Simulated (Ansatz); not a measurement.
# As (R-3m) in Ansatz: single point with PBE0

Aim: the single point of As with PBE0.

Program: Ansatz 0.2.0. These are calculated values, not measurements. Logs are shortened: lines on timing, memory, paths and dates and some standing lists are left out, and cuts for length are marked.

## 1. Starting point

The structure is trigonal, space group R-3m (No. 166). The conventional cell has a = 3.762 Å, b = 3.762 Å, c = 10.542 Å, α = 90.00°, β = 90.00°, γ = 120.00°. Around As (site symmetry 3m) lie 3 As at 2.51 Å.

## 2. Single point, PBE0

File input:

```
crystal:
  lattice:
    - [1.8807968987, 1.0858785957, 3.5140619945]
    - [-1.8807968987, 1.0858785957, 3.5140619945]
    - [0.0, -2.1717571915, 3.5140619945]
  atoms:
    - { symbol: As, position: [0.226, 0.226, 0.226] }
    - { symbol: As, position: [0.774, 0.774, 0.774] }
hamiltonian:
  xc: pbe0
  pseudopotentials: { kind: paw }
kpoints:
  mp_grid: { grid: [6, 6, 6] }
scf:
  occupations: { method: fermi_dirac, width: 0.05 }
output:
  forces: true
  stress: true
  eigenvalues: true
```

Potentials or basis: Ansatz PAW.

The log of the run:

```text
Warning: output.stress: scf.convergence.dr2_threshold = 1e-7 eV (the SCF's general default) is looser than the 2e-10 eV advised for a printed stress (1e-10 eV for each atom of the cell: 2). What an SCF threshold leaves in a stress goes as its square root, and in the free energy as the threshold itself, and one threshold admits the most on a small cell: of the crystals measured, under no hybrid functional and no lock of the moments, on runs that ended without the residual-converged pass, on stresses that held no estimate of that error, the worst erred by over 100 MPa in a component at 1e-7 eV an atom and by under 5 at 1e-10. Set scf.convergence.dr2_threshold to 2e-10 eV or tighter. The threshold is an SCF's pass mark: one that does not reach it within its budget of iterations ends unconverged, or closes short of it on a stop that the run arms, and scf.convergence.dr2_threshold's page says what that costs each kind of run
Warning: output.stress: scf.exx.energy_threshold = 1e-6 eV is looser than the 2e-8 eV advised for a stress under a hybrid functional (1e-8 eV for each atom of the cell: 2). Every SCF of the exchange loop can meet its threshold on dr2 while the loop round them stops early: no threshold on dr2 bounds what that leaves in the stress. Set scf.exx.energy_threshold to 2e-8 eV or tighter. The threshold is the loop's pass mark: a loop that does not reach it within its budget of cycles ends unconverged, and scf.exx.energy_threshold's page has the law
GPUs: using 1 of 1 available (devices: 1).
Engine: ansatz 0.2.0, x86_64-unknown-linux-gnu
Pseudopotentials: kind: paw
Pseudopotential: As, paw, valence charge 15, recommended cutoff 420 eV (normal), As.paw.azcp
Functional definition: PBE0
  parameter a = 0.25
  parameter kappa = 0.804
  parameter beta = 0.06672455060314922
  exchange = (1 - a)*pbe_x(kappa = kappa, mu = beta*pi^2/3) + a*exact_x
  correlation = pbe_c(beta = beta)
device memory: the entry about to start is reckoned to put 0.6 GiB on a device that reports 64.6 GiB free (of which the cap on the GPU budget leaves the run 18.0 GiB)
GPU FFT provider: cuFFT
GPU libraries: cuBLAS 13.8.2, cuFFT 12.4.0, cuSOLVER 12.3.4
Crystal: 2 atoms, lattice volume = 43.061 Å³
Basis set: ecut = 420 eV, 845 PW (Γ), exchange–correlation on 60×60×60 points (8 copies of the dense FFT grid, shifted against one another)
Bands: 19, of which v1, the nominal top of the filled ones, is band 15 counted from 1 (14 counted from 0)
Symmetry: 12 space group operations
Space group: R-3m (ITA 166), of the structure as read, at distance tolerance 3.5e-5 Å
k-points: 32 of 216
Non-local potential: As, projectors of the file, l = 0: 2, l = 1: 2, l = 2: 3, l = 3: 1
PAW form: soft (Blöchl's): semilocal exchange-correlation on the pseudo side does not see the compensation charge
PAW frozen core: As, regenerated for the run's functional, and the local potential with it (the file was generated under x = pbe(κ = 0.804, μ = 0.2195149727645171), c = pbe(β = 0.06672455060314922))
PAW one-centre angular grid: As, 590 points (default); XC on 64 Gauss nodes
Initial density: superposition of atomic densities (neutral atoms: chi_scale 0, normalization atom), corrected by the library's trained network
Initial wavefunctions: pseudopotential atomic-orbital guess
GPU buffer pool allocated for 27000 grid points (all kernels)
GPU transforms: local potential and band sums: pruned to the plane-wave sphere, on 27×27×27
Functional: x = pbe(κ = 0.804, μ = 0.2195149727645171), c = pbe(β = 0.06672455060314922), warm-up for x = 0.75 pbe(κ = 0.804, μ = 0.2195149727645171) + 0.25 exact, c = pbe(β = 0.06672455060314922)
SCF iter   1: F=—  HF=-9712.288178 eV  |F-HF|=—  |Δ(HF+E_count)|=         —  Δρ=1.40e-3  dr2=4.12e-4  ethr=1.77e-3  ⟨swp⟩=6.8  Hψ=2342  notcnv=0
preconditioner: auto → none  [insulator: Δε(μ)=0.379 eV  Ē_g=10.274 eV  σ=0.050 eV  W_gap=0.50  n_scr=14 (ndim 8)  ℏωp=17.9 eV  f_vac=0.007  D(μ)=0.28/eV (n_scr^D=0)]
SCF iter   2: F=—  HF=-9712.288664 eV  |F-HF|=—  |Δ(HF+E_count)|=   4.86e-4  Δρ=6.58e-4  dr2=7.98e-5  ethr=1.37e-6  ⟨swp⟩=4.0  Hψ=1913  notcnv=0
iter 3 solved again at ethr=1.88e-8 eV; its pass at ethr=2.66e-7 eV (dr2=5.64e-6 eV) is discarded
SCF iter   3: F=—  HF=-9712.288820 eV  |F-HF|=—  |Δ(HF+E_count)|=   1.57e-4  Δρ=1.86e-4  dr2=5.68e-6  ethr=1.88e-8  ⟨swp⟩=2.0  Hψ=2358  notcnv=0
SCF iter   4: F=—  HF=-9712.288838 eV  |F-HF|=—  |Δ(HF+E_count)|=   1.75e-5  Δρ=2.50e-5  dr2=1.22e-7  ethr=1.88e-8  ⟨swp⟩=3.0  Hψ=1254  notcnv=0
SCF iter   5: F=—  HF=-9712.288838 eV  |F-HF|=—  |Δ(HF+E_count)|=   5.43e-7  Δρ=6.78e-6  dr2=1.15e-8  ethr=4.08e-10  ⟨swp⟩=3.6  Hψ=1599  notcnv=0
SCF iter   6: F=-9712.288838 eV  HF=-9712.288838 eV  |F-HF|=4.00e-11  |Δ(HF+E_count)|=   3.55e-8  Δρ=6.59e-7  dr2=2.10e-10  ethr=3.83e-11  ⟨swp⟩=3.1  Hψ=1256  notcnv=0
SCF 1 converged in 6 iterations: F = -9712.288838 eV  dr2 = 2.10e-10
device memory: the entry about to start is reckoned to put 1.2 GiB on a device that reports 66.6 GiB free (of which the cap on the GPU budget leaves the run 18.0 GiB)
GPU FFT provider: cuFFT
GPU libraries: cuBLAS 13.8.2, cuFFT 12.4.0, cuSOLVER 12.3.4
Initial density: handed on by an earlier stage of this run
Initial wavefunctions: those handed on with the density
GPU buffer pool allocated for 27000 grid points (all kernels)
GPU transforms: local potential and band sums: pruned to the plane-wave sphere, on 27×27×27
Functional: x = 0.75 pbe(κ = 0.804, μ = 0.2195149727645171) + 0.25 exact, c = pbe(β = 0.06672455060314922)
Exchange kernel: α = 0.2500, full range, Wigner–Seitz truncation, v(0) = 15312.7624 eV·Å³, q-mesh 6×6×6, nearest image of the exchange supercell L = 22.57 Å, pair-density grid 15×15×15, without the augmentation charges, whose exchange is taken in its separable form by FFT convolution over the k-point mesh (sized by the pseudopotential files, 24×24×24 at the most), smooth part of the exact exchange by density-matrix convolution in up to 2.51 GiB of GPU memory as planned if the GPU has room (build and FFT work areas not counted)
Frozen-core exchange: fock
iter 1 solved again at ethr=1.71e-5 eV; its pass at ethr=1.00e-1 eV (dr2=5.12e-3 eV) is discarded
SCF iter   1: F=—  HF=-9714.375150 eV  |F-HF|=—  |Δ(HF+E_count)|=         —  Δρ=6.51e-3  dr2=8.66e-3  ethr=1.71e-5  ⟨swp⟩=4.3  Hψ=3486  notcnv=0
preconditioner: auto → none  [insulator: Δε(μ)=0.863 eV  Ē_g=12.311 eV  σ=0.050 eV  W_gap=0.50  n_scr=14 (ndim 8)  ℏωp=17.9 eV  f_vac=0.006  D(μ)=0.28/eV (n_scr^D=0)]
SCF iter   2: F=—  HF=-9714.363772 eV  |F-HF|=—  |Δ(HF+E_count)|=   1.14e-2  Δρ=2.69e-3  dr2=2.90e-3  ethr=1.71e-5  ⟨swp⟩=3.1  Hψ=1820  notcnv=0
SCF iter   3: F=—  HF=-9714.363422 eV  |F-HF|=—  |Δ(HF+E_count)|=   3.50e-4  Δρ=9.87e-4  dr2=1.81e-3  ethr=3.99e-6  ⟨swp⟩=2.0  Hψ=1090  notcnv=0
[... 21 lines left out ...]
GPU libraries: cuBLAS 13.8.2, cuFFT 12.4.0, cuSOLVER 12.3.4
GPU buffer pool allocated for 27000 grid points (all kernels)
GPU transforms: local potential and band sums: pruned to the plane-wave sphere, on 27×27×27
Exchange kernel: α = 0.2500, full range, Wigner–Seitz truncation, v(0) = 15312.7624 eV·Å³, q-mesh 6×6×6, nearest image of the exchange supercell L = 22.57 Å, pair-density grid 15×15×15, without the augmentation charges, whose exchange is taken in its separable form by FFT convolution over the k-point mesh (sized by the pseudopotential files, 24×24×24 at the most), smooth part of the exact exchange by density-matrix convolution in up to 2.51 GiB of GPU memory as planned if the GPU has room (build and FFT work areas not counted)
Frozen-core exchange: fock
SCF iter   1: F=—  HF=-9714.374400 eV  |F-HF|=—  |Δ(HF+E_count)|=         —  Δρ=6.96e-5  dr2=1.42e-5  ethr=1.24e-6  ⟨swp⟩=2.6  Hψ=1238  notcnv=0
preconditioner: auto → none  [insulator: Δε(μ)=0.918 eV  Ē_g=12.330 eV  σ=0.050 eV  W_gap=0.50  n_scr=14 (ndim 8)  ℏωp=17.9 eV  f_vac=0.006  D(μ)=0.28/eV (n_scr^D=0)]
SCF iter   2: F=—  HF=-9714.374400 eV  |F-HF|=—  |Δ(HF+E_count)|=   3.06e-7  Δρ=1.87e-5  dr2=1.23e-5  ethr=6.39e-9  ⟨swp⟩=4.0  Hψ=1713  notcnv=0
SCF iter   3: F=—  HF=-9714.374736 eV  |F-HF|=—  |Δ(HF+E_count)|=   3.36e-4  Δρ=2.52e-5  dr2=3.93e-7  ethr=2.99e-10  ⟨swp⟩=4.2  Hψ=2293  notcnv=0
SCF iter   4: F=—  HF=-9714.374736 eV  |F-HF|=—  |Δ(HF+E_count)|=   7.16e-8  Δρ=9.82e-6  dr2=2.01e-7  ethr=2.99e-10  ⟨swp⟩=3.0  Hψ=1249  notcnv=0
SCF iter   5: F=—  HF=-9714.374736 eV  |F-HF|=—  |Δ(HF+E_count)|=   5.88e-9  Δρ=4.35e-6  dr2=1.81e-7  ethr=8.34e-11  ⟨swp⟩=2.4  Hψ=1121  notcnv=0
SCF iter   6: F=—  HF=-9714.374737 eV  |F-HF|=—  |Δ(HF+E_count)|=   9.13e-7  Δρ=7.27e-6  dr2=3.44e-8  ethr=1.49e-11  ⟨swp⟩=4.2  Hψ=1876  notcnv=0
SCF iter   7: F=—  HF=-9714.374737 eV  |F-HF|=—  |Δ(HF+E_count)|=   6.57e-9  Δρ=9.55e-7  dr2=1.41e-8  ethr=1.49e-11  ⟨swp⟩=3.1  Hψ=1256  notcnv=0
Mixer restart at iter 7: flushing history
SCF iter   8: F=—  HF=-9714.374737 eV  |F-HF|=—  |Δ(HF+E_count)|=   5.28e-8  Δρ=2.27e-6  dr2=3.53e-9  ethr=1.00e-12  ⟨swp⟩=4.6  Hψ=1797  notcnv=0
SCF iter   9: F=—  HF=-9714.374737 eV  |F-HF|=—  |Δ(HF+E_count)|=   3.76e-9  Δρ=7.98e-7  dr2=4.47e-10  ethr=1.00e-12  ⟨swp⟩=4.0  Hψ=1653  notcnv=0
SCF iter  10: F=-9714.374737 eV  HF=-9714.374737 eV  |F-HF|=3.46e-11  |Δ(HF+E_count)|=  3.93e-10  Δρ=2.62e-7  dr2=5.83e-11  ethr=1.00e-12  ⟨swp⟩=3.1  Hψ=1196  notcnv=0
SCF 4 converged in 10 iterations: F = -9714.374737 eV  dr2 = 5.83e-11
  Residual-converged pass: ⟨swp⟩=3.0  Hψ=1514  notcnv=0  max |occ|·‖R‖ = 2.2e-7 eV (tolerance 2.7e-7 eV)  dr2=5.97e-11  dr2_onsite=2.34e-12  max |Δocc| = 1.8e-14
hybrid outer 3: dexx = +3.318e-6 eV, tail = 3.36e-8 eV, Δε = 4.25e-3 eV (about 1.94e-4 eV left of the loop's levels), ΔF = 2.18e-3 eV/Å (tail 1.06e-3)
GPU FFT provider: cuFFT
GPU libraries: cuBLAS 13.8.2, cuFFT 12.4.0, cuSOLVER 12.3.4
GPU buffer pool allocated for 27000 grid points (all kernels)
GPU transforms: local potential and band sums: pruned to the plane-wave sphere, on 27×27×27
Exchange kernel: α = 0.2500, full range, Wigner–Seitz truncation, v(0) = 15312.7624 eV·Å³, q-mesh 6×6×6, nearest image of the exchange supercell L = 22.57 Å, pair-density grid 15×15×15, without the augmentation charges, whose exchange is taken in its separable form by FFT convolution over the k-point mesh (sized by the pseudopotential files, 24×24×24 at the most), smooth part of the exact exchange by density-matrix convolution in up to 2.51 GiB of GPU memory as planned if the GPU has room (build and FFT work areas not counted)
Frozen-core exchange: fock
SCF iter   1: F=—  HF=-9714.374737 eV  |F-HF|=—  |Δ(HF+E_count)|=         —  Δρ=4.94e-7  dr2=1.09e-10  ethr=5.59e-10  ⟨swp⟩=3.4  Hψ=1264  notcnv=0
preconditioner: auto → none  [insulator: Δε(μ)=0.921 eV  Ē_g=12.331 eV  σ=0.050 eV  W_gap=0.50  n_scr=14 (ndim 8)  ℏωp=17.9 eV  f_vac=0.006  D(μ)=0.28/eV (n_scr^D=0)]
SCF iter   2: F=-9714.374737 eV  HF=-9714.374737 eV  |F-HF|=3.64e-12  |Δ(HF+E_count)|=  7.64e-10  Δρ=4.14e-7  dr2=3.81e-11  ethr=1.00e-12  ⟨swp⟩=4.0  Hψ=1918  notcnv=0
SCF 5 converged in 2 iterations: F = -9714.374737 eV  dr2 = 3.81e-11
  Residual-converged pass: ⟨swp⟩=2.1  Hψ=1030  notcnv=0  max |occ|·‖R‖ = 2.6e-7 eV (tolerance 2.7e-7 eV)  dr2=3.82e-11  dr2_onsite=1.24e-11  max |Δocc| = 2.7e-15
hybrid outer 4: dexx = +3.895e-10 eV, tail = 1.06e-10 eV, Δε = 3.71e-5 eV (about 5.87e-6 eV left of the loop's levels), ΔF = 2.96e-4 eV/Å (tail 1.07e-4)
hybrid SCF converged: 4 outer / 22 inner (+6 warm-up), last move |dexx| = 3.89e-10 eV, tail = 1.06e-10 eV
Stability not checked: this state was not tested for a lower state beside it, because the functional holds exact exchange (a hybrid, or Hartree-Fock), whose exchange loop this test does not read (fock_operator; see scf.lower_state_search)
Free energy (F): -9714.374737 eV
Frozen-core exchange: fock
Harris-Foulkes:  -9714.374737 eV  (|F-HF|=3.64e-12)
Internal energy: -9714.372752 eV  (E = F + TS)
E sigma→0 (E₀):  -9714.373744 eV
Entropy (-TS):   -0.001985 eV (-0.992 meV/atom)
Fermi energy:    10.697119 eV
--- Per-component energies (eV) ---
  E_band       = -566.719398
  E_kinetic    = 203.240241
  E_local      = -3343.876905  (includes V_loc(G=0)·N_el)
  E_nonlocal   = -1342.081209
  E_hartree    = 1853.517293
  E_xc         = -122.168731
  E_vxc        = -122.394391  (∫ρ·V_xc dr)
  E_exx        = -134.410791  (= α·E_x^exact, valence–valence)
  E_paw        = -3570.608323  (= ΣΔE_a)
  E_vpaw       = 600.179893  (= ΣTr[D̂ρ^β])
  E_aug_tail   = 0.000016  (compensation charges beyond the density's cutoff)
  E_ewald      = -3256.407433
  E_core_change = -1.576910  (= ΣΔE_core)
  E_smearing   = -0.001985  (= −TS)
  E_closure    = 0.000000  (closes the sum)
  Σ components = -9714.374737   (vs F -9714.374737, Δ=-1.82e-12)
--- Forces (eV/Å), atoms counted from 1 ---
  atom   1  As     0.00000000    -0.00000000     0.00623113
  atom   2  As    -0.00000000     0.00000000    -0.00623113
  max |Σ_I F_I| component: 2.89e-19 eV/Å
--- Stress (GPa, compression-positive) ---
        0.640683       0.000000      -0.000000
        0.000000       0.640683      -0.000000
       -0.000000      -0.000000       1.039047
  P = ⅓ Tr σ = 0.7735 GPa (7.735 kbar)
--- Band table (eV; the first three rows and the last of 32) ---
  k-point 0: bands = ["-29.9050", "-29.9050", "-29.8562", "-29.8562", "-29.8142", "-29.7810", "-29.7810", "-29.7631", "-29.7400", "-29.7400", "-6.5717", "3.9488", "7.3759", "7.9127", "7.9127", "12.9796", "14.4560", "14.4560", "18.5327"]
  k-point 1: bands = ["-29.9025", "-29.8970", "-29.8531", "-29.8499", "-29.8130", "-29.7851", "-29.7811", "-29.7709", "-29.7443", "-29.7437", "-6.1601", "2.5352", "7.2508", "7.6246", "8.1788", "13.1628", "13.9768", "14.1120", "17.1872"]
  k-point 2: bands = ["-29.8967", "-29.8772", "-29.8448", "-29.8340", "-29.8102", "-29.7963", "-29.7940", "-29.7794", "-29.7536", "-29.7521", "-4.9590", "-0.1447", "7.0068", "7.1649", "9.1226", "11.7370", "12.5553", "13.1684", "18.4167"]
  k-point 31: bands = ["-29.8936", "-29.8936", "-29.8517", "-29.8517", "-29.8096", "-29.7830", "-29.7830", "-29.7669", "-29.7535", "-29.7535", "-5.1465", "-0.9463", "8.2067", "8.2067", "10.0871", "11.9714", "11.9714", "12.9259", "19.7570"]
```

Wall time 37 s (1 × NVIDIA H100 80GB HBM3 with 2 threads of AMD EPYC 7R13 (Zen 3), shared host); peak memory 2 GiB.

Results:

| Item | Value |
| --- | --- |
| Free energy | -9714.3747 eV |
| Pressure | 0.8 GPa |
| Largest force | 0.006 eV/Å |
| Band gap on the k mesh | none (metal or under the smearing width) |

Forces in eV/Å, atoms in the order of the input:
```
As   0.000  0.000  0.006
As   0.000  0.000 -0.006
```

Stress tensor (GPa, compression positive):
```
0.64 0.00 0.00
0.00 0.64 0.00
0.00 0.00 1.04
```

Caveat: the PAW data sets come from PBE, with cores solved anew for the run's functional, which leaves a small shift of forces and pressure; the thresholds are loose for stress.
